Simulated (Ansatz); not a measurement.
# BN: the cost of one run

Computed with Ansatz 0.2.0 (DFT PBE, scalar-relativistic, plane waves, PAW, unless a step's input says otherwise).

2 further runs of the same task are left out: 2 set aside as unsound or not needed.

## 1. The structure to begin with

It takes space group F-43m (No. 216, cubic). Conventional cell: a = 3.625 Å, b = 3.625 Å, c = 3.625 Å, α = 90.00°, β = 90.00°, γ = 90.00°. B (site symmetry -43m) is surrounded by 4 N at 1.57 Å. N (site symmetry -43m) is surrounded by 4 B at 1.57 Å.

Coordinates:

```cif
data_structure
_symmetry_space_group_name_H-M 'F-43m'
_symmetry_Int_Tables_number 216
_cell_length_a 3.6247
_cell_length_b 3.6247
_cell_length_c 3.6247
_cell_angle_alpha 90.000
_cell_angle_beta 90.000
_cell_angle_gamma 90.000
_cell_volume 47.62
loop_
_atom_site_label
_atom_site_type_symbol
_atom_site_symmetry_multiplicity
_atom_site_Wyckoff_symbol
_atom_site_fract_x
_atom_site_fract_y
_atom_site_fract_z
_atom_site_occupancy
B1 B 4 a 0.00000 0.00000 0.00000 1
N1 N 4 c 0.25000 0.25000 0.25000 1
```

It goes back to an entry of the Materials Project.

This cell was relaxed beforehand with the same method: volume 5.95 Å³/atom, gap on the mesh 4.46 eV.

## 2. Building the [001] wire, 16 host atoms a period

The wire is cut from the relaxed crystal, periodic along c with vacuum across. Atoms and period relax; energies count from the bulk, -271.1378 eV an atom.

The cell holds 8 B, 8 N: a = 13.500 Å, b = 13.800 Å, c = 3.625 Å, α = 90.00°, β = 90.00°, γ = 90.00°.

## 3. The relaxation run

Pressure and volume refer to the whole cell with its vacuum; only the period along c may change.

Contents of input.yaml:

```yaml
crystal:
  lattice:
    - [13.5, 0.0, 0.0]
    - [0.0, 13.8, 0.0]
    - [0.0, 0.0, 3.6246970252]
  atoms:
    - { symbol: B, position: [0.5335620095, 0.5328324006, 0.0], spin: 0.3 }
    - { symbol: "N", position: [0.3321899525, 0.5984972018, 0.25], spin: 0.3 }
    - { symbol: "N", position: [0.6006860285, 0.335837997, 0.25], spin: 0.3 }
    - { symbol: "N", position: [0.6006860285, 0.5984972018, 0.25], spin: 0.3 }
    - { symbol: B, position: [0.5335620095, 0.4015027982, 0.5], spin: 0.3 }
    - { symbol: B, position: [0.5335620095, 0.664162003, 0.5], spin: 0.3 }
    - { symbol: "N", position: [0.3321899525, 0.4671675994, 0.75], spin: 0.3 }
    - { symbol: "N", position: [0.6006860285, 0.4671675994, 0.75], spin: 0.3 }
    - { symbol: B, position: [0.3993139715, 0.5328324006, 0.5], spin: 0.3 }
    - { symbol: B, position: [0.6678100475, 0.5328324006, 0.5], spin: 0.3 }
    - { symbol: "N", position: [0.4664379905, 0.335837997, 0.75], spin: 0.3 }
    - { symbol: "N", position: [0.4664379905, 0.5984972018, 0.75], spin: 0.3 }
    - { symbol: B, position: [0.3993139715, 0.4015027982, 0.0], spin: 0.3 }
    - { symbol: B, position: [0.3993139715, 0.664162003, 0.0], spin: 0.3 }
    - { symbol: B, position: [0.6678100475, 0.4015027982, 0.0], spin: 0.3 }
    - { symbol: "N", position: [0.4664379905, 0.4671675994, 0.25], spin: 0.3 }
basis:
  ecutwfc: 420
kpoints:
  mp_grid: { grid: [1, 1, 9] }
hamiltonian:
  xc: pbe
scf:
  occupations: { method: gaussian, width: 0.05 }
  lower_state_search: "off"
output:
  forces: true
  stress: true
  eigenvalues: true
  populations: true
  write_density: true
  write_potential: true
  elf: true
  volumetric_format: npy
magnetization:
  spin_polarized: true
relax:
  adjacent_minimum: "off"
  f_tol: 0.02
  max_steps: 45
  cell: { fix: [a, b, alpha, beta, gamma], stress_tol: 0.03 }
```

On the command line:

```bash
$ ansatz run input.yaml --threads 4 --pin off --max-ram 11264MiB --backend cpu --events-out ev --progress --plain --runs-dir out
```

What time and memory should one allow on 4 threads of Arm Neoverse V2, shared host?

About 8.8 min, with a peak of 1.5 GiB.
